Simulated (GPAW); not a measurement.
# Fitting the LDA energy curve of TiAl3

```cif
data_structure
_symmetry_space_group_name_H-M 'P 1'
_symmetry_Int_Tables_number 1
_cell_length_a 3.9557
_cell_length_b 3.9557
_cell_length_c 3.9557
_cell_angle_alpha 90.000
_cell_angle_beta 90.000
_cell_angle_gamma 90.000
_cell_volume 61.90
loop_
_atom_site_label
_atom_site_type_symbol
_atom_site_fract_x
_atom_site_fract_y
_atom_site_fract_z
_atom_site_occupancy
Ti1 Ti 0.00000 0.00000 0.00000 1
Al1 Al 0.00000 0.50000 0.50000 1
Al2 Al 0.50000 0.00000 0.50000 1
Al3 Al 0.50000 0.50000 0.00000 1
```

The cell comes from a database or a generator and needn't be the stable form of this composition.

The cell was scaled at fixed shape and fractions and run with GPAW, the program's PAW data sets (release 1.2.1) made for this functional, cutoff 600 eV; LDA, k mesh 7 × 7 × 7 on the cell of 4 atoms, fermi-dirac occupations of 0.05 eV, no spin polarisation, no spin-orbit coupling. Energies are those that the program minimises, any entropy of the smearing included. For a metal such a mesh isn't converged to the digits shown.

```csv
V (Å³/atom),energy over the lowest row (meV/atom)
14.5455,5.01
14.8550,0.06
15.1644,0.00
15.4739,?
15.7834,12.79
16.0929,24.81
16.4024,40.02
```

Problem. Fit the third-order Birch-Murnaghan form, give V0, B0 and B′, and predict the energy left open.

Solution. With y = (V0/V)^(2/3), E = E0 + (9 V0 B0/16) [(y - 1)³ B′ + (y - 1)² (6 - 4y)]. Least squares through the rows shown give V0 = 15.0109 Å³/atom, E0 = -0.56 meV, B0 = 117.3 GPa (1 eV/Å³ = 160.218 GPa) and B′ = 4.11, with a largest miss of 0.02 meV. At V = 15.4739 the form with these constants gives 4.40 meV; the run gave 4.41 meV an atom.
